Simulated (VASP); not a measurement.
Input of a VASP 6.6.1 run:

Contents of POSCAR:

```
CaSe
1.0
    0.0000000000      2.9675305933      2.9675305933
    2.9675305933      0.0000000000      2.9675305933
    2.9675305933      2.9675305933      0.0000000000
Ca Se
1 1
Direct
    0.0000000000      0.0000000000      0.0000000000
    0.5000000000      0.5000000000      0.5000000000
```

INCAR.step1

```
SYSTEM = CaSe
PREC = Accurate ; ENCUT = 520
ISMEAR = 0 ; SIGMA = 0.01
LREAL = .False. ; LASPH = .True.
NELM = 60 ; NBANDS = 15
GGA = PE ; ALGO = Normal
EDIFF = 1E-4 ; LWAVE = .True.
LCHARG = .False.
```

Contents of INCAR.step2:

```
SYSTEM = CaSe
PREC = Accurate ; ENCUT = 520
EDIFF = 1E-6 ; ISMEAR = 0
SIGMA = 0.01 ; LREAL = .False.
LASPH = .True. ; NELM = 60
ALGO = Normal ; ISIF = 2
LWAVE = .False. ; LCHARG = .True.
METAGGA = R2SCAN ; LMIXTAU = .True.
LELF = .True. ; LVHAR = .True.
NBANDS = 15 ; ISTART = 1
```

File KPOINTS:

```
Automatic mesh
0
Gamma
  6 6 6
  0 0 0
```

Potentials or basis: VASP PAW PBE potentials, release 64 (Ca_sv, Se).

Command:

```sh
$ cat potpaw_PBE.64/Ca_sv/POTCAR potpaw_PBE.64/Se/POTCAR > POTCAR
$ cp INCAR.step1 INCAR
$ mpirun -np 1 vasp_std > vasp.out
$ cp INCAR.step2 INCAR
$ mpirun -np 1 vasp_std > vasp.out
```

(1) Estimate the pressure.

(2) Estimate the band gap on the k mesh.

Answers

(1) 0.2 GPa.

(2) 2.52 eV, indirect (least direct gap 3.46 eV).

Caveat: the PAW data sets were made with another functional, which shifts forces and pressure a little.

**What was measured.**

A printed reference work, monograph, original work of 1988 reports, for a bulk crystal of CaSe at 2 K: band gap 3.85 eV (indirect).

A measured gap of CaSe is 3.85 eV (indirect; 2 K; a printed reference work, monograph, original work of 1988); the calculated 2.52 eV misses it by -1.33 eV. Spin-orbit coupling on Se is left out. The value is that of r2SCAN on a finite k mesh, which can miss the band edges, without temperature or zero-point motion.
